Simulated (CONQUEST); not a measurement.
# NbP (I4_1md) in CONQUEST: equation of state

Aim: energy against volume of NbP in PBEsol, for its equilibrium volume and stiffness.

All numbers are computed with CONQUEST 1.3; they aren't measurements. Logs are shortened: lines on timing, memory, paths and dates and some standing lists are left out, and cuts for length are marked.

## Step 1: Starting point

It takes space group I4_1md (No. 109, tetragonal). The conventional cell has a = 3.350 Å, b = 3.350 Å, c = 11.480 Å, α = 90.00°, β = 90.00°, γ = 90.00°. Around Nb (site symmetry 2mm) lie 6 P at 2.55 Å. P (site symmetry 2mm) is surrounded by 6 Nb at 2.55 Å.

The cell is a database's computed one.

## Step 2: Equation of state, PBEsol, 15.14 Å³/atom (volume scaled by 0.94)

The input, Conquest_input:

```
IO.Title NbP
IO.Coordinates coords.dat
IO.FractionalAtomicCoords T
IO.Iprint 2
IO.Iprint_init 1
General.NumberOfSpecies 2
General.PseudopotentialType hamann
AtomMove.TypeOfRun static
AtomMove.FullStress T
Grid.PointsAlongX 32
Grid.PointsAlongY 32
Grid.PointsAlongZ 108
DM.SolutionMethod diagon
Diag.MPMesh T
Diag.GammaCentred T
Diag.MPMeshX 8
Diag.MPMeshY 8
Diag.MPMeshZ 3
Diag.kT 0.00183747
minE.SCTolerance 1e-6
SC.MaxIters 100
IO.AtomChargeOutput T
%block ChemicalSpeciesLabel
1 92.910 Nb
2 30.970 P
%endblock
```

The input, coords.dat:

```
    6.2010665593     0.0000000000     0.0000000000
    0.0000000000     6.2010665593     0.0000000000
    0.0000000000     0.0000000000    21.2515963118
8
  0.0000000000   0.5000000000   0.7498808000 1 T T T
  0.5000000000   0.0000000000   0.2498808000 1 T T T
  0.0000000000   0.0000000000   0.4998808000 1 T T T
  0.5000000000   0.5000000000   0.9998808000 1 T T T
  0.0000000000   0.5000000000   0.3327477700 2 T T T
  0.5000000000   0.0000000000   0.8327477700 2 T T T
  0.0000000000   0.0000000000   0.0827477700 2 T T T
  0.5000000000   0.5000000000   0.5827477700 2 T T T
```

Potentials or basis: PseudoDojo NC PBEsol, DZP, grid of 32 × 32 × 108 points.

Run with:

```bash
$ OMP_NUM_THREADS=1 Conquest
```

What it wrote:

```text
Simulation cell dimensions:     6.2011 a0 x     6.2011 a0 x    21.2516 a0

      Atomic coordinates (a0)
         Atom         X         Y         Z  Species
            1    0.0000    3.1005   15.9362        1
            2    3.1005    0.0000    5.3104        1
            3    0.0000    0.0000   10.6233        1
            4    3.1005    3.1005   21.2491        1
            5    0.0000    3.1005    7.0714        2
            6    3.1005    0.0000   17.6972        2
            7    0.0000    0.0000    1.7585        2
            8    3.1005    3.1005   12.3843        2

         Monkhorst-Pack mesh:   8 x   8 x   3 gamma-centred
        This calculation includes non-local pseudopotentials,
         with a maximum core radius of      8.30698119

    Job title: NbP
    Job to be run: static calculation

[... 5 lines left out ...]
      Using Fermi-Dirac smearing

    Integration grid size:     32 x   32 x  108

    Integration grid spacing:  0.194 a0 x 0.194 a0 x 0.197 a0

    Number of species:  2
    --------------------------------------------------------
    |   #  mass (au)  Charge (e)  SF Rad (a0)  NSF  Label  |
    --------------------------------------------------------
    |   1     92.910      13.000        8.658   19  Nb     |
    |   2     30.970       5.000        7.084   13  P      |
    --------------------------------------------------------
          SCF tolerance:                 0.00000100
          SCF iterations:               100

    LibXC version:  6. 2. 2
    Using the GGA functional Perdew, Burke & Ernzerhof SOL
    Using the GGA functional Perdew, Burke & Ernzerhof SOL

           radial cut-off to be used is taken to be max PAO cut-off radius for this species:    8.306981

           greatest ang. mom. for making density from PAOs:  2

           radial cut-off to be used is taken to be max PAO cut-off radius for this species:    6.725484

           greatest ang. mom. for making density from PAOs:  2
    Minimum blocs/proc is     1728. Maximum blocs/proc is     1728
    set_atom_dens: In set_atomic_density, electrons :      72.000000000000
 matrix_size & matrix_size_padH =          128         128

    Screened ion int: energy:    -202.205474326932 Ha

    new_SC_potl: Starting.  Tolerance:  0.10000E-05

    PulayMixSC: Starting Pulay mixing, A_up =  0.500 A_dn =  0.500
    PulayMixSC: Spin non-polarised calculation.
          Harris-Foulkes Energy            :      -277.108079880374362 Ha
          GroundState Energy (E-(1/2)TS)   :      -277.108308377094090 Ha
          Free Energy (E-TS)               :      -277.108536873813819 Ha
          DFT Total Energy                 :      -276.622712121541213 Ha
          Total number of electrons        :        72.000000000002828
    PulayMixSC: Pulay iteration     1 residual:              0.37373E-02
          Harris-Foulkes Energy            :      -276.977830902130904 Ha
          GroundState Energy (E-(1/2)TS)   :      -276.978115058325329 Ha
          Free Energy (E-TS)               :      -276.978399214519754 Ha
          DFT Total Energy                 :      -276.830110718381661 Ha
          Total number of electrons        :        72.000061578363002
    PulayMixSC: Pulay iteration     2 residual:              0.19735E-02
          Harris-Foulkes Energy            :      -276.933470507435629 Ha
          GroundState Energy (E-(1/2)TS)   :      -276.933758131884417 Ha
          Free Energy (E-TS)               :      -276.934045756333262 Ha
          DFT Total Energy                 :      -276.929712043037057 Ha
          Total number of electrons        :        72.000080200727211
    PulayMixSC: Pulay iteration     3 residual:              0.55729E-03
          Harris-Foulkes Energy            :      -276.931753884953423 Ha
          GroundState Energy (E-(1/2)TS)   :      -276.932062867975617 Ha
          Free Energy (E-TS)               :      -276.932371850997811 Ha
          DFT Total Energy                 :      -276.931212396756450 Ha
          Total number of electrons        :        72.000113450839848
    PulayMixSC: Pulay iteration     4 residual:              0.12702E-03
          Harris-Foulkes Energy            :      -276.931605133522680 Ha
          GroundState Energy (E-(1/2)TS)   :      -276.931905936895532 Ha
          Free Energy (E-TS)               :      -276.932206740268327 Ha
          DFT Total Energy                 :      -276.931506914063050 Ha
          Total number of electrons        :        72.000114614321177
    PulayMixSC: Pulay iteration     5 residual:              0.51770E-04
          Harris-Foulkes Energy            :      -276.931569276810251 Ha
          GroundState Energy (E-(1/2)TS)   :      -276.931872412973632 Ha
          Free Energy (E-TS)               :      -276.932175549137071 Ha
          DFT Total Energy                 :      -276.931569178767461 Ha
          Total number of electrons        :        72.000115989903705
    PulayMixSC: Pulay iteration     6 residual:              0.22549E-05
          Harris-Foulkes Energy            :      -276.931568908489169 Ha
          GroundState Energy (E-(1/2)TS)   :      -276.931872154914572 Ha
          Free Energy (E-TS)               :      -276.932175401339975 Ha
          DFT Total Energy                 :      -276.931568902132540 Ha
          Total number of electrons        :        72.000116270810651
    PulayMixSC: Pulay iteration     7 residual:              0.53336E-06
    PulayMixSC: Reached SCF tolerance of  0.53336E-06 after      7 iterations
      | Number of electrons      =        72.000116
      |* band energy as 2Tr[K.H] =       -66.394154170406779 Ha
      |  screened ion-ion energy =      -202.205474326931608 Ha
      |  Ha correction           =         3.249249490699559 Ha
      |  XC correction           =       -11.581141336639035 Ha
      | GS Energy as E-(1/2)TS   =      -276.931872154914572 Ha
      | Free Energy as E-TS      =      -276.932175401339975 Ha
      |* Harris-Foulkes energy   =      -276.931568908489169 Ha
      |* DFT total energy        =      -276.931568902132540 Ha
      |  estimated accuracy      =        -0.000000006356629 Ha

    force: Forces on atoms (Ha/a0)
    force:  Atom   X              Y              Z
    force:     1  -0.0000000000   0.0000000000   0.0013055799
    force:     2   0.0000000000   0.0000000000   0.0013055941
    force:     3   0.0000000000  -0.0000000000   0.0013055828
    force:     4   0.0000000000   0.0000000000   0.0013055911
    force:     5   0.0000000000  -0.0000000000  -0.0011206948
    force:     6   0.0000000000  -0.0000000000  -0.0011206968
    force:     7   0.0000000000  -0.0000000000  -0.0011206940
    force:     8   0.0000000000   0.0000000000  -0.0011206976

    force: Maximum force :        0.00130559(Ha/a0) on atom         2 in z direction
    force: Force Residual:        0.00121666 Ha/a0
    force: Total stress:        -10.14190462     0.00000000     0.00000000 GPa
                             0.00000000   -10.14190462    -0.00000000
                             0.00000000     0.00000000    -7.05904508
    force: Average pressure:      9.11428477 GPa

    force: Finished force
    get_E_and_F: Change in energy during last step of electronic optimisation:  0.36832E-06

    BIBLIOGRAPHY: Please consider citing the following references in the conquest.bib file

    CONQUEST:         Bowler2002pt, Miyazaki2004, Nakata2020
    Basis:            Bowler2019
    DM:               Bowler:2006xr
    Pseudopotentials: Hamann2013, Bowler2019
    XC references from LibXC:
```

It took 2.4 min on 1 thread of Intel Xeon 6975P-C (Granite Rapids), shared host; peak memory 1.5 GiB.

What came out:

- Free energy: -7535.7084 eV
- Pressure: 9.1 GPa
- Largest force: 0.067 eV/Å
- Band gap on the k mesh: none (metal or under the smearing width)
- Mulliken charges: Nb +0.77; P -0.77 e

Caveat: Mulliken charges move with the basis; the basis of atomic orbitals isn't converged, which shifts pressures, moduli and gaps.

## Step 3: Equation of state, PBEsol, 15.46 Å³/atom (volume scaled by 0.96)

Conquest_input is that of step 2.

Edit coords.dat of step 2 so:

```diff
@@ -1,4 +1,4 @@
-    6.2010665593     0.0000000000     0.0000000000
-    0.0000000000     6.2010665593     0.0000000000
-    0.0000000000     0.0000000000    21.2515963118
+    6.2447374812     0.0000000000     0.0000000000
+    0.0000000000     6.2447374812     0.0000000000
+    0.0000000000     0.0000000000    21.4012603717
 8
```

Potentials or basis: PseudoDojo NC PBEsol, DZP, grid of 32 × 32 × 108 points.

Run with:

```bash
$ OMP_NUM_THREADS=1 Conquest
```

It took 2.1 min on 1 thread of Intel Xeon 6975P-C (Granite Rapids), shared host; peak memory 1.4 GiB.

It converged, with:

```yaml
Free_energy: -7535.8121 eV
Pressure: 4.1 GPa
Largest_force: 0.054 eV/Å
Band_gap_on_the_k_mesh: none (metal or under the smearing width)
Mulliken_charges: Nb +0.74; P -0.74 e
```

Caveat: Mulliken charges move with the basis; the basis of atomic orbitals isn't converged, which shifts pressures, moduli and gaps.

## Step 4: Equation of state, PBEsol, 15.78 Å³/atom (volume scaled by 0.98)

Conquest_input is that of step 3.

Edit coords.dat of step 3 so:

```diff
@@ -1,4 +1,4 @@
-    6.2447374812     0.0000000000     0.0000000000
-    0.0000000000     6.2447374812     0.0000000000
-    0.0000000000     0.0000000000    21.4012603717
+    6.2878059970     0.0000000000     0.0000000000
+    0.0000000000     6.2878059970     0.0000000000
+    0.0000000000     0.0000000000    21.5488599349
 8
```

Run with:

```bash
$ OMP_NUM_THREADS=1 Conquest
```

Run time: 2.3 min. Hardware: 1 thread of Intel Xeon 6975P-C (Granite Rapids), shared host; peak memory 1.4 GiB.

The run converged. Its results:

```
Free energy            : -7535.8418 eV
Pressure               : -0.3 GPa
Band gap on the k mesh : none (metal or under the smearing width)
Mulliken charges       : Nb +0.72; P -0.72 e
```

Caveat: Mulliken charges move with the basis; the real-space grid is too coarse here: the forces don't sum to zero and aren't listed, and the energy moves when atoms move against the grid; the basis of atomic orbitals isn't converged, which shifts pressures, moduli and gaps.

## Step 5: Equation of state, PBEsol, 16.10 Å³/atom

Conquest_input is that of step 4.

Edit coords.dat of step 4 so:

```diff
@@ -1,4 +1,4 @@
-    6.2878059970     0.0000000000     0.0000000000
-    0.0000000000     6.2878059970     0.0000000000
-    0.0000000000     0.0000000000    21.5488599349
+    6.3302924615     0.0000000000     0.0000000000
+    0.0000000000     6.3302924615     0.0000000000
+    0.0000000000     0.0000000000    21.6944647567
 8
```

Run with:

```bash
$ OMP_NUM_THREADS=1 Conquest
```

Wall time 2.4 min (1 thread of Intel Xeon 6975P-C (Granite Rapids), shared host); peak memory 1.4 GiB.

It converged, with:

```
Free energy            : -7535.8021 eV
Pressure               : -4.3 GPa
Largest force          : 0.038 eV/Å
Band gap on the k mesh : none (metal or under the smearing width)
Mulliken charges       : Nb +0.69; P -0.69 e
```

Caveat: Mulliken charges move with the basis; the basis of atomic orbitals isn't converged, which shifts pressures, moduli and gaps.

## Step 6: Equation of state, PBEsol, 16.43 Å³/atom (volume scaled by 1.02)

Conquest_input is that of step 5.

Edit coords.dat of step 5 so:

```diff
@@ -1,4 +1,4 @@
-    6.3302924615     0.0000000000     0.0000000000
-    0.0000000000     6.3302924615     0.0000000000
-    0.0000000000     0.0000000000    21.6944647567
+    6.3722161499     0.0000000000     0.0000000000
+    0.0000000000     6.3722161499     0.0000000000
+    0.0000000000     0.0000000000    21.8381408959
 8
```

Potentials or basis: PseudoDojo NC PBEsol, DZP, grid of 32 × 32 × 108 points.

Run with:

```bash
$ OMP_NUM_THREADS=1 Conquest
```

Run time: 2.3 min. Hardware: 1 thread of Intel Xeon 6975P-C (Granite Rapids), shared host; peak memory 1.4 GiB.

Results (log left out):

| Property | Result |
| --- | --- |
| Free energy | -7535.7030 eV |
| Pressure | -7.8 GPa |
| Largest force | 0.038 eV/Å |
| Band gap on the k mesh | none (metal or under the smearing width) |
| Mulliken charges | Nb +0.66; P -0.66 e |

Caveat: Mulliken charges move with the basis; the basis of atomic orbitals isn't converged, which shifts pressures, moduli and gaps.

## Step 7: Equation of state, PBEsol, 16.75 Å³/atom (volume scaled by 1.04)

Conquest_input is that of step 6.

Edit coords.dat of step 6 so:

```diff
@@ -1,4 +1,4 @@
-    6.3722161499     0.0000000000     0.0000000000
-    0.0000000000     6.3722161499     0.0000000000
-    0.0000000000     0.0000000000    21.8381408959
+    6.4135953363     0.0000000000     0.0000000000
+    0.0000000000     6.4135953363     0.0000000000
+    0.0000000000     0.0000000000    21.9799509791
 8
```

Run with:

```bash
$ OMP_NUM_THREADS=1 Conquest
```

It took 2.3 min on 1 thread of Intel Xeon 6975P-C (Granite Rapids), shared host; peak memory 1.4 GiB.

Results (log left out):

```yaml
Free_energy: -7535.5507 eV
Pressure: -11.1 GPa
Largest_force: 0.025 eV/Å
Band_gap_on_the_k_mesh: none (metal or under the smearing width)
Mulliken_charges: Nb +0.63; P -0.63 e
```

Caveat: Mulliken charges move with the basis; the basis of atomic orbitals isn't converged, which shifts pressures, moduli and gaps.

## Step 8: Equation of state, PBEsol, 17.07 Å³/atom (volume scaled by 1.06)

Conquest_input is that of step 7.

Edit coords.dat of step 7 so:

```diff
@@ -1,4 +1,4 @@
-    6.4135953363     0.0000000000     0.0000000000
-    0.0000000000     6.4135953363     0.0000000000
-    0.0000000000     0.0000000000    21.9799509791
+    6.4544473634     0.0000000000     0.0000000000
+    0.0000000000     6.4544473634     0.0000000000
+    0.0000000000     0.0000000000    22.1199544416
 8
```

Run with:

```bash
$ OMP_NUM_THREADS=1 Conquest
```

Wall time 2 min (1 thread of Intel Xeon 6975P-C (Granite Rapids), shared host); peak memory 1.4 GiB.

It converged, with:

| Item | Value |
| --- | --- |
| Free energy | -7535.3480 eV |
| Pressure | -14.0 GPa |
| Largest force | 0.017 eV/Å |
| Band gap on the k mesh | none (metal or under the smearing width) |
| Mulliken charges | Nb +0.60; P -0.60 e |

Caveat: Mulliken charges move with the basis; the basis of atomic orbitals isn't converged, which shifts pressures, moduli and gaps.

## Step 9: Equation of state, PBEsol

Potentials or basis: PseudoDojo NC PBEsol, DZP, grid of 32 × 32 × 108 points.

No new run: the results of the series are fitted here.

Results:

```
Equilibrium volume                        : 15.75 Å³/atom
Bulk modulus at fixed shape and positions : 207 GPa
Pressure derivative of the bulk modulus   : 4.4
```

Energy against volume, from the lowest point:
```
volume (Å³/atom)  energy (meV/atom)
          15.137              16.68
          15.459               3.71
          15.781               0.00
          16.103               4.96
          16.425              17.35
          16.747              36.38
          17.069              61.72
```

Caveat: the DZP basis gives volumes some 2 % larger than converged bases do, and moduli off by several per cent; the cell was scaled at fixed shape and fractional positions, which overstates the stiffness of a crystal with free parameters, most of all of layers and chains; the basis of atomic orbitals isn't converged, which shifts pressures, moduli and gaps.
